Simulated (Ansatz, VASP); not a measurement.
## One calculation of Ti, two programs

```xyz
1
Lattice="-1.6784 1.6784 1.6784 1.6784 -1.6784 1.6784 1.6784 1.6784 -1.6784" Properties=species:S:1:pos:R:3 pbc="T T T"
Ti    0.0000    0.0000    0.0000
```

This isn't the form of Ti at room conditions, which is hcp.

Alike in both runs: task single point; functional LDA; k mesh 12 × 12 × 12; no spin polarisation.

|  | VASP | Ansatz |
| --- | --- | --- |
| version | VASP 6.6.1 | Ansatz 0.2.0 |
| potentials or method | VASP PAW LDA potentials, release 64 (Ti_sv) | plane waves, PAW |
| plane-wave cutoff (eV) | 520 | 530 |
| occupations | gaussian, width 0.1 eV | gaussian |
| valence electrons in the cell | 12 | 12 |

|  | VASP | Ansatz | Ansatz less VASP |
| --- | --- | --- | --- |
| pressure (GPa) | -15.8 | -15.8 | -0.02 |

Ansatz warned: «stress_scf_threshold_loose».

Caveats: so large a pressure means that the cell lies far from this level's equilibrium, or that cutoff or potentials fall short (VASP).
